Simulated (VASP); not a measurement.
# ZnSe in VASP: one cell, several levels of theory, part 2 of 2

VASP 6.6.1, plane waves, PAW. The steps go on from the part before.

### Step 3. r2SCAN at this geometry

Contents of INCAR:

```
ENCUT = 520.000000
SIGMA = 0.010000
EDIFF = 1.00e-07
ALGO = Normal
METAGGA = R2SCAN
PREC = Accurate
IBRION = -1
ISIF = 2
ISMEAR = 0
NBANDS = 16
NELM = 120
NSW = 0
LASPH = .TRUE.
LCHARG = .FALSE.
LWAVE = .FALSE.
LREAL = .FALSE.
```

Contents of KPOINTS:

```
KPOINTS created by Atomic Simulation Environment
0
Gamma
8 8 8
0 0 0
```

Contents of KPOINTS_OPT:

```
special points
6
Reciprocal
0.0000000000 0.0000000000 0.0000000000 1
-0.5000000000 -0.5000000000 0.0000000000 1
-0.3750000000 -0.3750000000 0.2500000000 1
-0.3750000000 0.0000000000 0.3750000000 1
0.0000000000 0.0000000000 0.5000000000 1
-0.5000000000 -0.2500000000 0.2500000000 1
```

Contents of POSCAR:

```
Zn Se
 1.0000000000000000
     0.0000000000000000    2.8890690980999998    2.7651316567999999
     2.8890690980999998    0.0000000000000000    2.7651316567999999
     2.8890690980999998    2.8890690980999998    0.0000000000000000
 Zn  Se
   1   1
Cartesian
  0.0000000000000000  0.0000000000000000  0.0000000000000000
  1.4445345490499999  1.4445345490499999  1.3825658284000000
```

Command:

```bash
$ mpirun -np 1 vasp_std
```

Standard output, without the iteration lines:

```text
POSCAR found type information on POSCAR ZnSe
 POSCAR found :  2 types and       2 ions
 -----------------------------------------------------------------------------
|                                                                             |
|                                                                             |
|     You enforced a specific xc type in the INCAR file but a different       |
|     I HOPE YOU KNOW WHAT YOU ARE DOING!                                     |
|                                                                             |
 -----------------------------------------------------------------------------

 LDA part: xc-table for (None), standard interpolation
 POSCAR, INCAR and KPOINTS ok, starting setup
 FFT: planning ... GRIDC
 FFT: planning ... GRID_SOFT
 FFT: planning ... GRID
 WAVECAR not read
 entering main loop
 Start KPOINTS_OPT (optional k-point list driver)
k-point batch [1-6\6]
```

OSZICAR:

```text
N       E                     dE             d eps       ncg     rms          rms(c)
DAV:   1     0.675058032242E+02    0.67506E+02   -0.89467E+03  1888   0.131E+03
DAV:   2    -0.219924116503E+02   -0.89498E+02   -0.84142E+02  2128   0.257E+02
DAV:   3    -0.276455184536E+02   -0.56531E+01   -0.56314E+01  2304   0.635E+01
DAV:   4    -0.276892723426E+02   -0.43754E-01   -0.43749E-01  2368   0.596E+00
DAV:   5    -0.276894524813E+02   -0.18014E-03   -0.18014E-03  2376   0.343E-01    0.489E+00
DAV:   6    -0.249126225473E+02    0.27768E+01   -0.13252E+00  1936   0.318E+01    0.460E+00
DAV:   7    -0.248838471474E+02    0.28775E-01   -0.30509E-01  2456   0.855E+00    0.217E+00
DAV:   8    -0.248982940146E+02   -0.14447E-01   -0.33820E-02  2368   0.172E+00    0.540E-01
DAV:   9    -0.249002828841E+02   -0.19889E-02   -0.41283E-03  2488   0.142E+00    0.861E-02
DAV:  10    -0.249004188377E+02   -0.13595E-03   -0.97757E-04  2344   0.392E-01    0.551E-02
DAV:  11    -0.249003890089E+02    0.29829E-04   -0.38697E-04  2496   0.423E-01    0.453E-02
DAV:  12    -0.249003757155E+02    0.13293E-04   -0.11603E-04  2368   0.253E-01    0.793E-03
DAV:  13    -0.249003839469E+02   -0.82314E-05   -0.12005E-05  2512   0.656E-02    0.483E-03
DAV:  14    -0.249003826796E+02    0.12673E-05   -0.26161E-06  2296   0.276E-02    0.960E-04
DAV:  15    -0.249003834346E+02   -0.75498E-06   -0.11523E-07  1600   0.392E-03    0.221E-04
DAV:  16    -0.249003833967E+02    0.37873E-07   -0.24429E-08  1040   0.223E-03
   1 F= -.24900383E+02 E0= -.24900383E+02  d E =-.364747E-31
       N       E                     dE             ncg
DAV:   1     0.168807422365E+04   -0.31996E+04      192
DAV:   2     0.113509970520E+04   -0.55297E+03      240
DAV:   3     0.110208211689E+04   -0.33018E+02      232
DAV:   4     0.110183397469E+04   -0.24814E+00      264
DAV:   5     0.110183300422E+04   -0.97047E-03      224
DAV:   6     0.110183299680E+04   -0.74285E-05      256
DAV:   7     0.110183299672E+04   -0.75316E-07      216
```

Parts of OUTCAR:

```text
k-points           NKPTS =     59   k-points in BZ     NKDIM =     59   number of bands    NBANDS=     16

   NELECT =      18.0000    total number of electrons

   dimension x,y,z NGX =    30 NGY =   30 NGZ =   30
   dimension x,y,z NGXF=    60 NGYF=   60 NGZF=   60

  energy-cutoff  :      520.00
  volume of cell :       46.16
      direct lattice vectors                 reciprocal lattice vectors
     0.000000000  2.889069098  2.765131657    -0.173066127  0.173066127  0.180823216
     2.889069098  0.000000000  2.765131657     0.173066127 -0.173066127  0.180823216
     2.889069098  2.889069098  0.000000000     0.173066127  0.173066127 -0.180823216

 k-points in reciprocal lattice and weights: KPOINTS created by Atomic Simulation Env
   0.00000000  0.00000000  0.00000000       0.002
   0.12500000  0.00000000  0.00000000       0.016
   0.25000000  0.00000000  0.00000000       0.016
   0.37500000  0.00000000  0.00000000       0.016
   0.50000000  0.00000000  0.00000000       0.008
   0.12500000  0.12500000  0.00000000       0.004
   0.25000000  0.12500000  0.00000000       0.016
   0.37500000  0.12500000  0.00000000       0.016
[... 51 more k-points ...]

 E-fermi :   1.3532

 k-point     1 :       0.0000    0.0000    0.0000
  band No.  band energies     occupation
      1     -12.4394      2.00000
      2      -5.4716      2.00000
      3      -5.4716      2.00000
      4      -5.4538      2.00000
      5      -5.0769      2.00000
      6      -5.0719      2.00000
      7       1.1255      2.00000
      8       1.1255      2.00000
      9       1.2751      2.00000
     10       2.9747      0.00000
     11       7.4921      0.00000
     12       7.5191      0.00000
     13       7.5193      0.00000
     14      11.7035      0.00000
     15      12.7861      0.00000
     16      13.4949      0.00000

 k-point     2 :       0.1250    0.0000    0.0000
  band No.  band energies     occupation
      1     -12.3380      2.00000
      2      -5.4603      2.00000
      3      -5.4562      2.00000
      4      -5.4386      2.00000
      5      -5.0772      2.00000
      6      -5.0740      2.00000
      7      -0.0686      2.00000
      8       0.9637      2.00000
      9       1.0920      2.00000
     10       3.9021      0.00000
     11       7.3923      0.00000
     12       7.7585      0.00000
     13       7.7981      0.00000
     14      12.1180      0.00000
     15      12.4444      0.00000
     16      12.7566      0.00000

 k-point     3 :       0.2500    0.0000    0.0000
  band No.  band energies     occupation
      1     -12.0751      2.00000
      2      -5.4224      2.00000
      3      -5.4113      2.00000
      4      -5.3868      2.00000
      5      -5.0751      2.00000
      6      -5.0728      2.00000
      7      -1.8190      2.00000
      8       0.6156      2.00000
      9       0.7973      2.00000
     10       4.4016      0.00000
     11       8.0282      0.00000
     12       8.0498      0.00000
     13       8.4122      0.00000
     14      12.0810      0.00000
     15      12.0816      0.00000
     16      12.6898      0.00000

 k-point     4 :       0.3750    0.0000    0.0000
  band No.  band energies     occupation
      1     -11.7809      2.00000
      2      -5.3952      2.00000
      3      -5.3737      2.00000
      4      -5.1913      2.00000
      5      -5.0677      2.00000
      6      -5.0594      2.00000
      7      -3.2871      2.00000
      8       0.3100      2.00000
      9       0.5393      2.00000
     10       4.2706      0.00000
     11       7.9695      0.00000
     12       8.2915      0.00000
     13       9.7045      0.00000
     14      12.1705      0.00000
     15      13.3194      0.00000
     16      13.4292      0.00000

 k-point     5 :       0.5000    0.0000    0.0000
  band No.  band energies     occupation
      1     -11.6476      2.00000
      2      -5.3863      2.00000
      3      -5.3620      2.00000
      4      -5.0668      2.00000
      5      -5.0506      2.00000
      6      -4.9252      2.00000
      7      -4.0237      2.00000
      8       0.1925      2.00000
      9       0.4401      2.00000
     10       4.1786      0.00000
     11       7.8749      0.00000
     12       8.2570      0.00000
     13      10.2231      0.00000
     14      12.7706      0.00000
     15      14.6906      0.00000
     16      15.1446      0.00000

 k-point     6 :       0.1250    0.1250    0.0000
  band No.  band energies     occupation
      1     -12.2972      2.00000
      2      -5.4602      2.00000
      3      -5.4422      2.00000
      4      -5.4422      2.00000
      5      -5.0817      2.00000
      6      -5.0687      2.00000
      7       0.0266      2.00000
      8       0.6921      2.00000
      9       0.6921      2.00000
     10       4.3579      0.00000
     11       6.6579      0.00000
     12       8.1748      0.00000
     13       8.1749      0.00000
     14      11.5691      0.00000
     15      13.0338      0.00000
     16      13.2017      0.00000

 k-point     7 :       0.2500    0.1250    0.0000
  band No.  band energies     occupation
      1     -12.0821      2.00000
      2      -5.4420      2.00000
      3      -5.4058      2.00000
      4      -5.3966      2.00000
      5      -5.0862      2.00000
      6      -5.0602      2.00000
      7      -1.3452      2.00000
      8       0.2932      2.00000
      9       0.4581      2.00000
     10       5.0469      0.00000
     11       6.5421      0.00000
     12       8.7019      0.00000
     13       8.7118      0.00000
     14      11.0564      0.00000
     15      13.0989      0.00000
     16      13.8867      0.00000

 k-point     8 :       0.3750    0.1250    0.0000
  band No.  band energies     occupation
      1     -11.7937      2.00000
      2      -5.3880      2.00000
      3      -5.3736      2.00000
      4      -5.2790      2.00000
      5      -5.0653      2.00000
      6      -5.0500      2.00000
      7      -2.8155      2.00000
      8       0.0056      2.00000
      9       0.1020      2.00000
     10       4.9917      0.00000
     11       7.4225      0.00000
     12       8.7014      0.00000
     13       8.8460      0.00000
     14      12.1284      0.00000
     15      13.6299      0.00000
     16      14.1565      0.00000

[... the tables of k-points 9 to 59 left out ...]

  Total       -0.4086532     -0.4086532      0.0370581      0.0000000      0.0000000     -0.0000000
  in kB      -14.1841671    -14.1841671      1.2862706      0.0000000      0.0000000     -0.0000000
  external PRESSURE =      -9.0273545 kB  Pullay stress =       0.0000000 kB

 POSITION                                       TOTAL-FORCE (eV/Angst)
 -----------------------------------------------------------------------------------
      0.00000      0.00000      0.00000         0.000000      0.000000     -0.000000
      1.44453      1.44453      1.38257        -0.000000     -0.000000      0.000000
 -----------------------------------------------------------------------------------
    total drift:                                0.000006      0.000006      0.000042

  FREE ENERGIE OF THE ION-ELECTRON SYSTEM (eV)
  ---------------------------------------------------
  free  energy   TOTEN  =       -24.9003833967 eV

  energy  without entropy=      -24.9003833967  energy(sigma->0) =      -24.90038340
```

Hardware: 1 MPI rank of Intel Xeon Platinum 8488C, shared host.

The levels at the points of KPOINTS_OPT are read from vasprun.xml.

Near the gap, in eV above the top of the last filled band v; c is the band after it:

```
point    v−1      v     c   c+1
    Γ  -0.15   0.00  1.70  6.22
    X  -2.43  -2.43  3.14  3.49
    U  -3.15  -2.03  3.69  5.67
    K  -3.17  -1.80  4.01  6.05
    L  -1.08  -0.83  2.90  6.60
    W  -2.86  -2.72  5.62  5.77
```

r2SCAN gives a direct gap of 1.70 eV at Γ. The pressure is -0.90 GPa; the forces vanish within 0.01 eV/Å.

### Step 4. What came out

What follows sums up all 2 parts.

```
 level  gap (eV)  pressure (GPa)  Ansatz: gap (eV)  Ansatz: pressure (GPa)
   PBE      1.13            1.38              1.13                    1.16
r2SCAN      1.70           -0.90              1.70                   -1.00
```

In words: The gap runs from 1.13 eV (PBE) to 1.70 eV (r2SCAN). The pressure is highest with PBE (1.4 GPa) and lowest with r2SCAN (-0.9 GPa), which orders the cells that they would relax to. The two programs agree on the gap within 0.01 eV, far less than the spread between functionals. Each program uses its own PAW datasets and cutoff. VASP's cell holds 18 valence electrons and Ansatz's 28.
